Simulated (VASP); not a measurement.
A calculation with VASP 6.6.1 of HfB2 (ASE script, structure from a P1 CIF):

Contents of run.py:

```python
from ase.calculators.vasp import Vasp
from ase.dft.bandgap import bandgap
from ase.io import read

atoms = read('HfB2.cif')
calc = Vasp(
    directory='calc',
    xc='pbe',
    pp='PBE',
    setups='minimal',
    prec='Accurate',
    encut=500,
    ediff=1e-06,
    ismear=0,
    sigma=0.05,
    lreal=False,
    lasph=True,
    nelm=60,
    algo='Fast',
    isif=2,
    lwave=False,
    lcharg=False,
    kpts=[10, 10, 8],
    gamma=True,
    nbands=12,
)
atoms.calc = calc

print('energy (eV):', atoms.get_potential_energy())
print('free energy (eV):', atoms.get_potential_energy(force_consistent=True))
print('forces (eV/A):')
print(atoms.get_forces())
print('stress (eV/A^3, Voigt):', atoms.get_stress())
print('Fermi level (eV):', calc.get_fermi_level())
gap, top, bottom = bandgap(calc)
print('band gap (eV):', gap, 'from (spin, k, band)', top, 'to', bottom)
```

HfB2.cif

```cif
data_HfB2
_cell_length_a 3.14000000
_cell_length_b 3.14000000
_cell_length_c 3.48000000
_cell_angle_alpha 90.00000000
_cell_angle_beta 90.00000000
_cell_angle_gamma 120.00000000
_space_group_name_H-M_alt 'P1'
_space_group_name_Hall 'P 1'
_space_group_IT_number 1
loop_
_space_group_symop_operation_xyz
'x,y,z'
loop_
_atom_site_label
_atom_site_type_symbol
_atom_site_symmetry_multiplicity
_atom_site_Wyckoff_symbol
_atom_site_fract_x
_atom_site_fract_y
_atom_site_fract_z
_atom_site_occupancy
Hf1 Hf 1 a 0.0000000000 0.0000000000 0.0000000000 1
B1 B 1 a 0.6666666667 0.3333333333 0.5000000000 1
B2 B 1 a 0.3333333333 0.6666666667 0.5000000000 1
```

Potentials or basis: VASP PAW PBE potentials, release 64 (Hf, B).

The run is started by

```console
$ python run.py
```

Question: Write the same calculation in another form: native input, structure from a POSCAR.

Answer: As run:

File INCAR:

```
SYSTEM = HfB2
PREC = Accurate
ENCUT = 500
EDIFF = 1E-7
ISMEAR = 0
SIGMA = 0.05
LREAL = .FALSE.
LASPH = .TRUE.
NELM = 60
ALGO = Normal
ISIF = 2
LWAVE = .FALSE.
LCHARG = .FALSE.
GGA = PE
```

The input KPOINTS:

```
Automatic mesh
0
G
  10 10 8
  0 0 0
```

File POSCAR:

```
HfB2
1.0
    3.1400000000      0.0000000000      0.0000000000
   -1.5700000000      2.7193197679      0.0000000000
    0.0000000000      0.0000000000      3.4800000000
Hf B
1 2
Cartesian
    0.0000000000      0.0000000000      0.0000000000
    1.5700000002      0.9064399225      1.7400000000
   -0.0000000002      1.8128798454      1.7400000000
```

Potentials or basis: VASP PAW PBE potentials, release 64 (Hf, B).

The run is started by

```sh
$ cat potpaw_PBE.64/Hf/POTCAR potpaw_PBE.64/B/POTCAR > POTCAR
$ mpirun -np 1 vasp_std > vasp.out
```

Both were run:

|  | ASE script, structure from a P1 CIF | native input, structure from a POSCAR |
| --- | --- | --- |
| Pressure | 1.1 GPa | 1.1 GPa |
| Band gap on the k mesh | none (metal or under the smearing width) | none (metal or under the smearing width) |

Keys that steer only the numerical path or the files written may differ.
